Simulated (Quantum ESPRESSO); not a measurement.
ZnS (Wurtzite-4H) under changes of volume

One of the cells (19.805 Å³/atom); the others are scaled copies at fixed shape and fractional positions:

```
Zn S
1.0
     3.82270    0.00000    0.00000
    -1.91135    3.31056    0.00000
     0.00000    0.00000   12.52000
Zn S
4 4
Direct
  0.66667 0.33333 0.75000
  0.33333 0.66667 0.25000
  0.00000 0.00000 0.50000
  0.00000 0.00000 0.00000
  0.66667 0.33333 0.93750
  0.33333 0.66667 0.43750
  0.00000 0.00000 0.68750
  0.00000 0.00000 0.18750
```

| Item | Value |
| --- | --- |
| Program | Quantum ESPRESSO 7.5 |
| Functional | PBE |
| Potentials or basis | GBRV 1.5 PBE |
| Cutoff | 612 eV |
| Density cutoff | 4898 eV |
| k mesh | 8 × 8 × 3 |
| Occupations | fermi-dirac, width 0.05 eV |
| Spin | no spin polarisation |

```tsv
volume (Å³/atom)	energy over the lowest point (meV/atom)	pressure (GPa)	gap on the mesh (eV)	largest force (eV/Å)
18.617	31.25	6.5	2.40	0.059
19.013	?	?	?	?
19.409	7.30	2.7	2.21	0.048
19.805	1.79	1.1	2.12	0.043
20.202	0.00	-0.3	2.04	0.038
20.598	1.57	-1.6	1.95	0.034
20.994	6.17	-2.7	1.87	0.030
```

Question: What does the run at 19.013 Å³/atom give?

Answer: Energy over the lowest point 16.97 meV/atom; pressure 4.5 GPa; gap on the mesh 2.30 eV; largest force 0.053 eV/Å.

Worked out: A Birch-Murnaghan fit of order 3 (a polynomial in V^(-2/3)) to the other rows has its minimum at 20.21 Å³/atom with B0 = V·E''(V) = 69 GPa and B' = 4.4 at fixed shape and positions, which overstates the stiffness. It gives 16.97 meV/atom at 19.013 Å³/atom, against the run's 16.97, and -dE/dV = 4.8 GPa, against 4.5. A straight line through the other rows of the gap, of slope -4.4 eV per unit of ln V (its deformation potential), gives 2.30 eV, against the run's 2.30.

Energies are extrapolated to zero smearing.

Caveats: an odd mesh through Γ misses points on the zone boundary, where band edges often lie.
